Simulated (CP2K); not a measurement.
## CdS (Hawleyite) in CP2K: convergence with rel cutoff ry

CdS (Hawleyite):

```
CELL_PARAMETERS angstrom
4.12455 0.00000 0.00000
2.06228 3.57197 0.00000
2.06228 1.19066 3.36768
ATOMIC_POSITIONS crystal
Cd 0.00000 0.00000 0.00000
S 0.75000 0.75000 0.75000
```

| Item | Value |
| --- | --- |
| Program | CP2K 2026.2 |
| Task | single point |
| Functional | PBE |
| Potentials or basis | GTH_POTENTIALS Cd GTH-PBE-q12, S GTH-PBE-q6; DZVP-MOLOPT-SR-GTH basis |
| Density cutoff | 6123 eV |
| k mesh | 6 × 6 × 6 |
| Occupations | fermi-dirac, width 0.01 eV |
| Spin | no spin polarisation |

These are the settings of the first run; the series varies rel cutoff ry, with any setting tied to it.

Hardware: 1 thread of AMD EPYC (Zen 3), on a shared host.

| rel cutoff ry | energy less the tightest run, at zero smearing (meV/atom) | pressure (GPa) | SCF cycles | CPU time (s) | peak memory (GiB) |
| --- | --- | --- | --- | --- | --- |
| 20 | -5.22 | 4.28 | 14 | 38 | 0.31 |
| 30 | -0.10 | 4.11 | 14 | 38 | 0.31 |
| 40 | -0.02 | 4.11 | 14 | 41 | 0.31 |
| 50 | 0.00 | 4.10 | 14 | 44 | 0.31 |
| 60 | 0.00 | 4.11 | 14 | 50 | 0.31 |
| 80 | 0.00 | 4.11 | 14 | 60 | 0.31 |
| 100 | 0.00 | 4.11 | 14 | 62 | 0.31 |

Against the tightest run, the energy stays within 1 meV/atom from 30 on; the pressure stays within 0.1 GPa from 30 on. The tightest run that finished is the yardstick and may itself not be fully converged.

Caveat, for the tightest run too: the basis of atomic orbitals isn't converged, which shifts pressures, moduli and gaps.
